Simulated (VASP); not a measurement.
# TiC3: relaxation of cell and atoms with PBE

TiC3:

```
CELL_PARAMETERS angstrom
4.48167 0.00000 0.00000
-2.24083 3.88124 0.00000
0.00000 0.00000 3.77940
ATOMIC_POSITIONS crystal
Ti 0.33333 0.66667 0.00000
Ti 0.66667 0.33333 0.00000
C 0.66784 0.00000 0.50000
C 0.66784 0.66784 0.50000
C 0.00000 0.33216 0.50000
C 0.33216 0.33216 0.50000
C 0.33216 0.00000 0.50000
C 0.00000 0.66784 0.50000
```

The cell was built by a generator and needn't be a form met in nature.

| Item | Value |
| --- | --- |
| Program | VASP 6.6.1 |
| Task | relaxation of cell and atoms |
| Functional | PBE |
| Potentials or basis | VASP PAW PBE potentials, release 64 (Ti_sv, C) |
| Cutoff | 520 eV |
| k mesh | 8 × 8 × 8 |
| Occupations | gaussian, width 0.1 eV |
| Spin | no spin polarisation |
| Further INCAR settings | ALGO = Normal; EDIFF = 1e-07; IBRION = 2; POTIM = 0.3; EDIFFG = -0.005; NSW = 60; ISIF = 3 |

| Property | Result |
| --- | --- |
| Pressure after relaxing | -0.1 GPa |
| Band gap on the k mesh | none (metal or under the smearing width) |

Forces in eV/Å, atoms in the order of the input:
```
Ti   0.000  0.000  0.000
Ti   0.000  0.000  0.000
C   -0.002  0.000  0.000
C   -0.001 -0.002  0.000
C   -0.001  0.002  0.000
C    0.001  0.002  0.000
C    0.002  0.000  0.000
C    0.001 -0.002  0.000
```

Final structure:
```
CELL_PARAMETERS angstrom
4.48167 0.00000 0.00000
-2.24083 3.88124 0.00000
0.00000 0.00000 3.77940
ATOMIC_POSITIONS crystal
Ti 0.33333 0.66667 0.00000
Ti 0.66667 0.33333 0.00000
C 0.66784 0.00000 0.50000
C 0.66784 0.66784 0.50000
C 0.00000 0.33216 0.50000
C 0.33216 0.33216 0.50000
C 0.33216 0.00000 0.50000
C 0.00000 0.66784 0.50000
```

Levels at points of the mesh, in eV from the Fermi level:
```csv
k point,band 20,band 21,band 22,band 23,band 24,band 25,band 26,band 27,band 28,band 29
"(0.00, 0.00, 0.00)",-5.52,-3.88,-3.88,-2.82,0.10,0.10,0.45,0.45,2.36,3.30
"(0.50, 0.00, 0.00)",-6.91,-1.96,-1.60,-1.24,-0.67,0.06,0.18,1.76,1.76,2.15
"(0.00, 0.00, 0.50)",-4.71,-4.27,-4.27,-1.55,0.78,1.11,1.11,1.21,1.22,1.22
"(0.50, 0.00, 0.50)",-5.82,-4.36,-2.30,-0.53,0.02,0.36,0.95,1.01,1.88,2.24
```

It took 16 s on 4 MPI ranks on AMD EPYC 9R45 96-Core Processor (Zen 5), on a shared host, peak memory 0.21 GiB a rank.

Caveat: the relaxation stopped at its first step, so nothing moved.
